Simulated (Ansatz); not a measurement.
## All-electron card of In

```
In
1.0
    -1.69471    1.69471    2.29737
     1.69471   -1.69471    2.29737
     1.69471    1.69471   -2.29737
In
1
Cartesian
  0.0000 0.0000 0.0000
```

The cell is the one relaxed in the Materials Project (mp-85), not relaxed further here; entries there can be hypothetical.

Spin–orbit coupling is left out, though it moves levels of the heavy atoms by tenths of an eV or more.

These are results of DFT, PBE, all-electron LAPW, scalar-relativistic (Ansatz 0.2.0), not measurements.

Sampling and basis: a Γ-centred 17×17×17 k mesh, Fermi–Dirac smearing of 0.03 eV, basis error target 0.5 meV/atom, no spin polarisation.

```yaml
Pressure_at_this_cell: 1.59 GPa
Band_gap: "none: with an odd electron count and no spin polarisation the bands can't all be full, a metal in this set-up (spin order or a larger cell could open a gap)"
Stress_xx_yy_zz_compression_positive: 1.76, 1.76, 1.23 GPa
Density_of_states_at_the_Fermi_level_0.2_eV_bin: 0.41 states/eV per cell
Volume_per_atom: 26.39 Å³
```
